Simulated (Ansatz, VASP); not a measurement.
Te2Mo in VASP and in Ansatz

```
CELL_PARAMETERS angstrom
3.49637 0.00000 0.00000
-1.74819 3.02795 0.00000
0.00000 0.00000 13.70174
ATOMIC_POSITIONS crystal
Te 0.33333 0.66667 0.61735
Te 0.66667 0.33333 0.11735
Te 0.33333 0.66667 0.88265
Te 0.66667 0.33333 0.38265
Mo 0.33333 0.66667 0.25000
Mo 0.66667 0.33333 0.75000
```

Alike in both runs: task relaxation of cell and atoms; functional LDA; k mesh 9 × 9 × 2; occupations gaussian, width 0.02 eV; no spin polarisation.

```csv
,VASP,Ansatz
version,VASP 6.6.1,Ansatz 0.2.0
potentials or method,"VASP PAW LDA potentials, release 64 (Te, Mo_sv)","scalar-relativistic, plane waves, PAW"
plane-wave cutoff (eV),600,420
valence electrons in the cell,52,92
```

Ansatz gave:

| Property | Result |
| --- | --- |
| gap on the k mesh at the Fermi level, each at its own relaxed structure (eV) | 0.72 |
| relaxed volume (Å³/atom) | 23.97 |
| relaxed cell length with the largest relative difference (Å) | 13.764 |
| energy change over the relaxation (meV/atom) | -6 |

Which values does VASP return?

gap on the k mesh at the Fermi level, each at its own relaxed structure (eV): 0.70; relaxed volume (Å³/atom): 24.00; relaxed cell length with the largest relative difference (Å): 13.774; energy change over the relaxation (meV/atom): -5.

The two sets of potentials don't hold the same shells in valence.

Caveats: spin-orbit coupling is left out, which moves the levels of the heavy elements; an odd mesh through Γ misses points on the zone boundary, where band edges often lie. Zero-point motion and thermal expansion aren't in these numbers.
